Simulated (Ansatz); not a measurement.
A crystal relaxed with r2SCAN in Ansatz has space group Pm-3m (No. 221) and a = 4.141 Å.

| atom | site | x | y | z |
| --- | --- | --- | --- | --- |
| Cs | 1a | 0.0000 | 0.0000 | 0.0000 |
| Xx | 1b | 0.5000 | 0.5000 | 0.5000 |

With r2SCAN the gap is 5.91 eV and direct, at Γ. The HSE06 gap is direct at Γ: 6.53 eV. Meshes: r2SCAN 6×6×6, HSE06 4×4×4. r2SCAN's ε∞ is 2.7 in all directions.

Problem. Which element is Xx?
A. Cl
B. I
C. H
D. F

Solution. A. Xx is Cl: CsCl in the CsCl-type structure. Cs has 8 Cl at 3.59 Å; Cl has 8 Cs at 3.59 Å.

The values are computed, spin-unpolarised, and not measurements.

The runs are scalar-relativistic, without spin-orbit coupling.

The meshes of the hybrids are coarse, so their gaps aren't converged to the digits shown.
